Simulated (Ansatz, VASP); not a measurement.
This is a calculation of GaN for Ansatz 0.2.0.

input.yaml

```yaml
crystal:
  lattice:
    - [0.0, 2.120904132, 2.120904132]
    - [2.120904132, 0.0, 2.120904132]
    - [2.120904132, 2.120904132, 0.0]
  atoms:
    - { symbol: Ga, position: [0.0, 0.0, 0.0] }
    - { symbol: "N", position: [0.5, 0.5, 0.5] }
kpoints:
  mp_grid: { grid: [11, 11, 11] }
scf:
  occupations: { method: fermi_dirac, width: 0.05 }
hamiltonian:
  xc: lda
  pseudopotentials: { kind: all_electron, lapw: { basis_error: 0.001 } }
output:
  forces: true
  stress: true
  eigenvalues: true
```

Potentials or basis: all-electron LAPW, scalar-relativistic.

Command:

```sh
$ ansatz run input.yaml --threads 1 --pin off --max-ram 3072MiB --backend cpu --events-out ev --progress --plain --runs-dir out
```

Translate it to VASP 6.6.1. Potentials there: VASP PAW LDA potentials, release 64 (Ga_d, N).

As run (the cutoff follows the program's own potentials):

The input INCAR:

```
PREC = Accurate ; ENCUT = 520
EDIFF = 1E-6 ; ISMEAR = -1
SIGMA = 0.05 ; LREAL = False
LASPH = True ; NELM = 80
ALGO = Normal ; ISIF = 2
LWAVE = False ; LCHARG = False
NBANDS = 16
```

File KPOINTS:

```
regular mesh
0
Gamma
  11 11 11
```

Contents of POSCAR:

```
GaN
1.0
    0.0000000000      2.1209041320      2.1209041320
    2.1209041320      0.0000000000      2.1209041320
    2.1209041320      2.1209041320      0.0000000000
Ga N
1 1
Direct
    0.0000000000      0.0000000000      0.0000000000
    0.5000000000      0.5000000000      0.5000000000
```

Potentials or basis: VASP PAW LDA potentials, release 64 (Ga_d, N).

Command:

```sh
$ cat potpaw_LDA.64/Ga_d/POTCAR potpaw_LDA.64/N/POTCAR > POTCAR
$ mpirun -np 1 vasp_std > vasp.out
```

Both were run:

|  | VASP | Ansatz | Ansatz less VASP |
| --- | --- | --- | --- |
| gap on the k mesh at the Fermi level (eV) | 0.49 | 0.46 | -0.026 |
| least direct gap on the mesh (eV) | 2.70 | 2.67 | -0.025 |
| pressure (GPa) | -8.6 | -9.6 | -1.00 |

Ansatz ran all-electron here, so the differences hold the error of VASP's frozen core and of both bases.

Caveats: an odd mesh through Γ misses points on the zone boundary, where band edges often lie.
